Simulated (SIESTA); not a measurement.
The system is Te2Pt (Moncheite).

```
Pt Te
1.0
     4.01000    0.00000    0.00000
    -2.00500    3.47276    0.00000
     0.00000    0.00000    5.20100
Pt Te
1 2
Cartesian
  0.0000 0.0000 0.0000
  2.0050 1.1576 3.9007
  0.0000 2.3152 1.3002
```

Base run:

- Program: SIESTA 5.4.2
- Functional: PBE
- Potentials or basis: PseudoDojo 0.4 standard (PBE files)
- Basis: DZP (energy shift 0.003 Ry; two zetas on semicore shells)
- Grid cutoff: 800 Ry
- Energy shift: 0.003 Ry
- k mesh: 8 × 8 × 5
- Occupations: fermi-dirac, width 0.05 eV
- Spin: no spin polarisation

Its results: band gap on the k mesh none (metal or under the smearing width); pressure 11.8 GPa; largest force 1.611 eV/Å.

Problem. The run is repeated on the same cell with these changes: functional from PBE to revPBE. What comes out?

Solution. Band gap on the k mesh none (metal or under the smearing width); pressure 13.3 GPa; largest force 1.668 eV/Å.

revPBE binds less tightly than PBE, so the same cell stands under more pressure.

Caveats: short orbitals over semicore shells can move pressures by several GPa; spin-orbit coupling is left out, which moves the levels of the heavy elements; the basis of atomic orbitals isn't converged, which shifts pressures, moduli and gaps; forces of over 1 eV/Å show positions far from the minimum, so gaps and moduli don't describe the material at rest (some runs); the potentials were made for another functional, which shifts forces and pressure (some runs).
